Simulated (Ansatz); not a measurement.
# TaSi2 (P6_422) in Ansatz: relaxation of cell and atoms with PBEsol

Aim: the relaxation of cell and atoms of TaSi2 with PBEsol.

Everything below comes from runs of Ansatz 0.2.0. Logs are shortened: lines on timing, memory, paths and dates and some standing lists are left out, and cuts for length are marked.

## Step 1: The structure

Symmetry: P6_422, No. 181, hexagonal system. The conventional cell has a = 4.784 Å, b = 4.784 Å, c = 6.570 Å, α = 90.00°, β = 90.00°, γ = 120.00°. Around Ta (site symmetry 222) lie 10 Si at 2.61 to 2.83 Å. Si (site symmetry 2) has 5 Si at 2.56 to 2.83 Å and 5 Ta at 2.61 to 2.83 Å as nearest neighbours.

## Step 2: Relaxation of cell and atoms, PBEsol

Input file input.yaml:

```yaml
crystal:
  lattice:
    - [4.7839, 0.0, 0.0]
    - [-2.39195, 4.1429789292, 0.0]
    - [0.0, 0.0, 6.57]
  atoms:
    - { symbol: Ta, position: [0.0, 0.5, 0.3333333333] }
    - { symbol: Ta, position: [0.5, 0.5, 0.6666666667] }
    - { symbol: Ta, position: [0.5, 0.0, 0.0] }
    - { symbol: Si, position: [0.31794, 0.15897, 0.3333333333] }
    - { symbol: Si, position: [0.15897, 0.84103, 0.6666666667] }
    - { symbol: Si, position: [0.84103, 0.68206, 0.0] }
    - { symbol: Si, position: [0.68206, 0.84103, 0.3333333333] }
    - { symbol: Si, position: [0.84103, 0.15897, 0.6666666667] }
    - { symbol: Si, position: [0.15897, 0.31794, 0.0] }
hamiltonian:
  xc: pbesol
  pseudopotentials: { kind: paw }
kpoints:
  mp_grid: { grid: [7, 7, 4] }
scf:
  occupations: { method: fermi_dirac, width: 0.05 }
output:
  forces: true
  stress: true
  eigenvalues: true
relax:
  f_tol: 0.01
  max_steps: 40
  cell: { stress_tol: 0.05 }
```

Potentials or basis: Ansatz PAW.

Command:

```console
$ ansatz run input.yaml --threads 4 --pin off --max-ram 11264MiB --backend cpu --events-out ev --progress --plain --runs-dir out
```

Log:

```text
Warning: RAYON_NUM_THREADS=4 ignored (pool sized by the plan → 4); use --threads N
Engine: ansatz 0.2.0, aarch64-unknown-linux-gnu
Pseudopotentials: kind: paw
Pseudopotential: Ta, paw, valence charge 13, recommended cutoff 420 eV (normal), Ta.paw.azcp
Pseudopotential: Si, paw, valence charge 4, recommended cutoff 420 eV (normal), Si.paw.azcp
Functional definition: PBEsol
  exchange = pbesol_x
  correlation = pbesol_c
Crystal: 9 atoms, lattice volume = 130.215 Å³
Basis set: ecut = 420 eV, 2523 PW (Γ), exchange–correlation on 64×64×90 points (8 copies of the dense FFT grid, shifted against one another)
Bands: 41, of which v1, the nominal top of the filled ones, is band 32 counted from 1 (31 counted from 0)
Symmetry: 12 space group operations
Space group: P6422 (ITA 181), of the structure as read, at distance tolerance 5.1e-5 Å
k-points: 24 of 196 (time reversal used)
Non-local potential: Ta, projectors of the file, l = 0: 3, l = 1: 2, l = 2: 2, l = 3: 1
Non-local potential: Si, projectors of the file, l = 0: 2, l = 1: 2, l = 2: 2
PAW form: soft (Blöchl's): semilocal exchange-correlation on the pseudo side does not see the compensation charge
PAW frozen core: Ta, regenerated for the run's functional, and the local potential with it (the file was generated under x = pbe(κ = 0.804, μ = 0.2195149727645171), c = pbe(β = 0.06672455060314922))
PAW frozen core: Si, regenerated for the run's functional, and the local potential with it (the file was generated under x = pbe(κ = 0.804, μ = 0.2195149727645171), c = pbe(β = 0.06672455060314922))
PAW one-centre angular grid: Ta, 590 points (default); XC on 64 Gauss nodes
PAW one-centre angular grid: Si, 110 points (default); XC on 64 Gauss nodes
Initial density: superposition of atomic densities (neutral atoms: chi_scale 0, normalization atom), corrected by the library's trained network
Initial wavefunctions: pseudopotential atomic-orbital guess
Functional: x = pbesol(κ = 0.804, μ = 0.12345679012345678), c = pbesol(β = 0.046)
SCF iter   1: F=—  HF=-33153.716233 eV  |F-HF|=—  |Δ(HF+E_count)|=         —  Δρ=5.15e-3  dr2=4.68e-2  ethr=1.77e-3  ⟨swp⟩=7.0  Hψ=4597  notcnv=0  defer=5
preconditioner: auto → Kerker (q_TF=auto, 2.417 Å⁻¹)  [metal: Δε(μ)=0.065 eV  Ē_g=7.331 eV  σ=0.050 eV  W_gap=0.30  n_scr=22 (ndim 8)  ℏωp=20.3 eV  f_vac=0.000  D(μ)=3.10/eV (n_scr^D=22)]
SCF iter   2: F=—  HF=-33153.709082 eV  |F-HF|=—  |Δ(HF+E_count)|=   7.15e-3  Δρ=2.54e-3  dr2=7.00e-3  ethr=7.43e-5  ⟨swp⟩=2.0  Hψ=1309  notcnv=0  defer=21
SCF iter   3: F=—  HF=-33153.708374 eV  |F-HF|=—  |Δ(HF+E_count)|=   7.08e-4  Δρ=6.63e-4  dr2=3.98e-4  ethr=1.11e-5  ⟨swp⟩=2.0  Hψ=1171  notcnv=0  defer=21
SCF iter   4: F=—  HF=-33153.708351 eV  |F-HF|=—  |Δ(HF+E_count)|=   2.32e-5  Δρ=8.51e-5  dr2=9.30e-6  ethr=6.32e-7  ⟨swp⟩=2.0  Hψ=1301  notcnv=0  defer=21
SCF iter   5: F=—  HF=-33153.708430 eV  |F-HF|=—  |Δ(HF+E_count)|=   7.89e-5  Δρ=1.05e-5  dr2=2.01e-7  ethr=1.48e-8  ⟨swp⟩=2.0  Hψ=1401  notcnv=0  defer=22
SCF iter   6: F=-33153.708430 eV  HF=-33153.708430 eV  |F-HF|=4.90e-9  |Δ(HF+E_count)|=   3.62e-8  Δρ=2.10e-6  dr2=7.84e-9  ethr=1.59e-10  ⟨swp⟩=10.2  Hψ=4126  notcnv=0
[... 66 lines left out ...]
  E_core_change = 0.830303  (= ΣΔE_core)
  E_smearing   = -0.026219  (= −TS)
  E_closure    = 0.000000  (closes the sum)
  Σ components = -33153.722141   (vs F -33153.722141, Δ=0.00e0)
--- Forces (eV/Å), atoms counted from 1 ---
  atom   1  Ta     0.00000000    -0.00000000     0.00000000
  atom   2  Ta     0.00000000    -0.00000000     0.00000000
  atom   3  Ta    -0.00000000     0.00000000    -0.00000000
  atom   4  Si     0.00227337     0.00131253     0.00000000
  atom   5  Si     0.00227337    -0.00131253     0.00000000
  atom   6  Si     0.00000000    -0.00262507    -0.00000000
  atom   7  Si    -0.00227337    -0.00131253     0.00000000
  atom   8  Si    -0.00227337     0.00131253    -0.00000000
  atom   9  Si    -0.00000000     0.00262507    -0.00000000
  max |Σ_I F_I| component: 1.34e-16 eV/Å
--- Stress (GPa, compression-positive) ---
        0.004692       0.000000      -0.000000
        0.000000       0.004692       0.000000
       -0.000000       0.000000      -0.002590
  P = ⅓ Tr σ = 0.0023 GPa (0.023 kbar)
--- Band table (eV; the first three rows and the last of 24) ---
  k-point 0: bands = ["-52.2564", "-52.2402", "-52.2402", "-18.9656", "-18.9656", "-18.9603", "-18.8935", "-18.8935", "-18.7938", "-18.7911", "-18.7820", "-18.7820", "1.8468", "5.1737", "5.1737", "8.6883", "9.3974", "9.3974", "9.4033", "9.4033", "10.5066", "11.3806", "11.3806", "11.7621", "12.7323", "12.7323", "12.7822", "12.7822", "12.9102", "13.0730", "13.0730", "13.8115", "15.9838", "18.3219", "18.3219", "18.7913", "18.9064", "18.9097", "19.2460", "19.2460", "19.3791"]
  k-point 1: bands = ["-52.2550", "-52.2456", "-52.2362", "-19.0030", "-18.9495", "-18.9117", "-18.8995", "-18.8976", "-18.8104", "-18.8040", "-18.7954", "-18.7564", "2.0924", "3.8819", "6.4479", "8.8931", "9.0249", "9.3385", "9.7635", "9.8888", "10.3147", "10.4543", "10.8030", "11.1620", "12.5416", "12.8331", "12.9987", "13.0249", "13.1606", "13.2596", "13.7198", "14.2681", "16.6988", "17.5896", "18.1170", "18.6564", "18.7826", "18.8306", "19.1705", "19.2579", "19.4216"]
  k-point 2: bands = ["-52.2510", "-52.2510", "-52.2348", "-19.0162", "-18.9226", "-18.9226", "-18.9026", "-18.8545", "-18.8545", "-18.8043", "-18.8043", "-18.7461", "2.8007", "2.8007", "7.2332", "8.8859", "8.9186", "9.3870", "9.3870", "10.2699", "10.2699", "10.3490", "10.3490", "11.0561", "12.4794", "12.6084", "12.6084", "13.0028", "13.3339", "13.5246", "13.5246", "16.3873", "16.3873", "17.9781", "17.9781", "18.7331", "18.7982", "18.7982", "18.8646", "18.9344", "19.2301"]
  k-point 23: bands = ["-52.2508", "-52.2444", "-52.2414", "-19.0078", "-18.9812", "-18.9802", "-18.8812", "-18.8603", "-18.8196", "-18.7831", "-18.7820", "-18.7603", "4.6226", "4.6546", "5.4744", "6.2821", "6.4310", "7.5155", "9.8931", "10.0068", "10.7544", "11.0164", "12.3853", "12.4566", "12.6379", "12.7143", "12.7427", "12.8695", "14.1687", "14.7505", "14.8116", "15.3101", "16.3642", "16.9648", "17.0834", "17.5978", "17.6133", "18.2664", "18.6597", "18.7851", "19.0892"]
--- Relaxed structure (4 steps of the walk, 4 accepted, 1 SCFs on fresh bases) ---
  F+E_penalty+E_count = -33153.72214113 eV   max|allowed force component| = 2.625e-3 eV/Å   (the final SCF, on the basis selected at the relaxed cell)
  cell:  # Å, volume = 128.6278 Å³
    - [4.7564999245552855, -1.2107883770897204e-33, 5.754891882934586e-19]
    - [-2.3782499622776427, 4.119249767763643, -2.0440553516077903e-18]
    - [7.903517981295111e-19, -2.785184736335824e-18, 6.564916934059588]
  atoms:
    - { symbol: Ta, position: [5.730231417402741e-20, 0.5, 0.3333333333333333] }
    - { symbol: Ta, position: [0.5, 0.5, 0.6666666666666666] }
    - { symbol: Ta, position: [0.5, 4.652378305104237e-20, -7.824090399073146e-35] }
    - { symbol: Si, position: [0.31913228562001483, 0.15956614281000742, 0.3333333333333333] }
    - { symbol: Si, position: [0.15956614281000742, 0.8404338571899926, 0.6666666666666666] }
    - { symbol: Si, position: [0.8404338571899926, 0.6808677143799853, -5.56476247492198e-20] }
    - { symbol: Si, position: [0.6808677143799851, 0.8404338571899926, 0.3333333333333333] }
    - { symbol: Si, position: [0.8404338571899926, 0.15956614281000742, 0.6666666666666666] }
    - { symbol: Si, position: [0.15956614281000742, 0.31913228562001483, 5.564762474922015e-20] }
```

Wall time 14 s (4 threads of Arm Neoverse V2, shared host); peak memory 0.48 GiB.

Results:

- Free energy: -33153.7221 eV
- Relaxed volume: 14.29 Å³/atom
- Relaxed cell: a = 4.756 Å, b = 4.756 Å, c = 6.565 Å, α = 90.00°, β = 90.00°, γ = 120.00°
- Space group after relaxing (to 0.05 Å): P6_422 (No. 181)
- Energy gained by relaxing: 1.5 meV/atom
- Ionic steps: 5
- Pressure after relaxing: 0.0 GPa
- Band gap on the k mesh: none (metal or under the smearing width)

Forces on the atoms (eV/Å):
```
Ta   0.000  0.000  0.000
Ta   0.000  0.000  0.000
Ta   0.000  0.000  0.000
Si   0.002  0.001  0.000
Si   0.002 -0.001  0.000
Si   0.000 -0.003  0.000
Si  -0.002 -0.001  0.000
Si  -0.002  0.001  0.000
Si   0.000  0.003  0.000
```

Step by step:
```
step  energy change (eV)  largest force (eV/Å)  volume (Å³)
   1              0.0000                0.0590       130.21
   2             -0.0045                0.0623       127.34
   3             -0.0142                0.0006       128.67
   4             -0.0142                0.0027       128.63
   5             -0.0137                0.0026       128.63
```

Final structure:
```cif
data_structure
_symmetry_space_group_name_H-M 'P 1'
_symmetry_Int_Tables_number 1
_cell_length_a 4.7565
_cell_length_b 4.7565
_cell_length_c 6.5649
_cell_angle_alpha 90.000
_cell_angle_beta 90.000
_cell_angle_gamma 120.000
_cell_volume 128.63
loop_
_atom_site_label
_atom_site_type_symbol
_atom_site_fract_x
_atom_site_fract_y
_atom_site_fract_z
_atom_site_occupancy
Ta1 Ta 0.00000 0.50000 0.33333 1
Ta2 Ta 0.50000 0.50000 0.66667 1
Ta3 Ta 0.50000 0.00000 0.00000 1
Si1 Si 0.31913 0.15957 0.33333 1
Si2 Si 0.15957 0.84043 0.66667 1
Si3 Si 0.84043 0.68087 0.00000 1
Si4 Si 0.68087 0.84043 0.33333 1
Si5 Si 0.84043 0.15957 0.66667 1
Si6 Si 0.15957 0.31913 0.00000 1
```

Caveat: the plane-wave basis is chosen anew once the cell has moved, so the energies of steps on either side of that aren't comparable; the PAW data sets come from PBE, with cores solved anew for the run's functional, which leaves a small shift of forces and pressure. The run has no spin-orbit coupling, so splittings on Ta are missing.
